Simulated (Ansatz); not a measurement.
**VO₂: Field gradients at the nuclei**

The cell is an entry of the Crystallography Open Database (COD), its atoms then relaxed with PBE in this cell.

```cif
data_VO2
_symmetry_space_group_name_H-M 'P4_2/mnm'
_symmetry_Int_Tables_number 136
_cell_length_a 4.5546
_cell_length_b 4.5546
_cell_length_c 2.8528
_cell_angle_alpha 90.000
_cell_angle_beta 90.000
_cell_angle_gamma 90.000
loop_
_atom_site_label
_atom_site_type_symbol
_atom_site_symmetry_multiplicity
_atom_site_Wyckoff_symbol
_atom_site_fract_x
_atom_site_fract_y
_atom_site_fract_z
V V 2 a 0.0000 0.0000 0.0000
O O 4 f 0.3001 0.3001 0.0000
```

One atom of each set is listed.

All values are calculated (Ansatz; DFT, LDA, plane waves and PAW, scalar-relativistic, collinear spin, 420 eV cutoff, Γ-centred 10×10×16 k-points, Fermi–Dirac smearing 0.05 eV), not measured. Start moments as typed (μB): 1 on each V, none on the rest.

C_Q = eQV_zz/h, which is 24.18 MHz for Q = 1 b and V_zz = 10²¹ V/m²; η = (V_xx − V_yy)/V_zz.

V-51: I = 7/2, Q = -52.00 mb; 17O: I = 5/2, Q = -25.58 mb. Q values from Pyykkö, Mol. Phys. 116, 1328 (2018).

Q: What field gradients does the calculation give at each kind of site?

A: 

```json
{"site": "V", "atoms": "2", "first shell": "6 O at 1.92–1.93 Å", "V_zz (10²¹ V/m²)": "-1.12", "η": "0.32", "C_Q (MHz)": "1.41"}
{"site": "O", "atoms": "4", "first shell": "3 V at 1.92–1.93 Å", "V_zz (10²¹ V/m²)": "-2.64", "η": "0.94", "C_Q (MHz)": "1.63"}
```

At this cell the LDA pressure is -13 GPa, so with LDA the cell would shrink if it were relaxed. The run finds no gap above 0.1 eV (a metal, or nearly one), so the gradients can move by 10 % or more with the k-mesh. Semilocal functionals can leave a metal where correlation in the d or f shell opens a gap in the real compound, and that would change the values at and beside V. All moments are parallel here, as the start or the cell imposes; many such compounds order antiparallel, where fields and spin densities carried over to other atoms largely cancel. The magnetic order is the one that the run reached from its start moments, not necessarily the measured one (the real compound may not order at all). Where η is near 1 the sign of V_zz means little.
